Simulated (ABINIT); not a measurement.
Crystal: Sb.

```
CELL_PARAMETERS angstrom
3.12240 0.00000 0.00000
0.00000 4.34752 0.00000
-0.03891 0.00000 4.40585
ATOMIC_POSITIONS crystal
Sb 0.01139 0.25000 0.24117
Sb 0.98861 0.75000 0.75883
```

This isn't the form of Sb at room conditions, which is rhombohedral.

```yaml
Program: ABINIT 10.8.3 (patched build)
Task: relaxation of cell and atoms
Functional: PBE
Dispersion: D3
Potentials_or_basis: JTH PAW PBE v2.0
Cutoff: 435 eV
k_mesh: 6 × 4 × 4
Occupations: fermi-dirac, width 0.05 eV
Spin: no spin polarisation
```

At the start: pressure -0.3 GPa; volume 29.90 Å³/atom.

Problem. How do energy, volume and symmetry change on relaxing?

Solution. Over 13 steps the energy falls by 15.1 meV/atom and the volume is 29.77 Å³/atom (-0.5 %); space group Pmma (No. 51, to 0.05 Å).

Step by step:
| step | energy change (eV) | largest force (eV/Å) | pressure (GPa) | volume (Å³) |
| --- | --- | --- | --- | --- |
| 1 | 0.0000 | 0.0727 | -0.33 | 59.81 |
| 2 | -0.0110 | 0.0609 | -0.25 | 59.73 |
| 3 | -0.0275 | 0.0498 | 0.18 | 59.42 |
| 4 | -0.0286 | 0.0488 | 0.05 | 59.51 |
| 5 | -0.0286 | 0.0477 | 0.04 | 59.52 |
| 6 | -0.0297 | 0.0216 | -0.22 | 59.80 |
| 7 | -0.0298 | 0.0158 | -0.23 | 59.80 |
| 8 | -0.0300 | 0.0058 | -0.14 | 59.71 |
| 9 | -0.0302 | 0.0033 | -0.04 | 59.60 |
| 10 | -0.0302 | 0.0028 | 0.02 | 59.55 |
| 11 | -0.0302 | 0.0030 | 0.04 | 59.53 |
| 12 | -0.0302 | 0.0034 | 0.05 | 59.52 |
| 13 | -0.0301 | 0.0032 | 0.04 | 59.53 |

Final structure:
```cif
data_structure
_symmetry_space_group_name_H-M 'P 1'
_symmetry_Int_Tables_number 1
_cell_length_a 3.0457
_cell_length_b 4.4027
_cell_length_c 4.4395
_cell_angle_alpha 90.000
_cell_angle_beta 90.083
_cell_angle_gamma 90.000
_cell_volume 59.53
loop_
_atom_site_label
_atom_site_type_symbol
_atom_site_fract_x
_atom_site_fract_y
_atom_site_fract_z
_atom_site_occupancy
Sb1 Sb 0.00039 0.25000 0.24267 1
Sb2 Sb 0.99961 0.75000 0.75733 1
```

Caveat: the k mesh is coarse (spacing up to 0.36 Å⁻¹), so the values aren't converged; the log and the count of SCF iterations are those of the last ABINIT call alone; pairwise dispersion overbinds metals, which lowers pressure and volume.
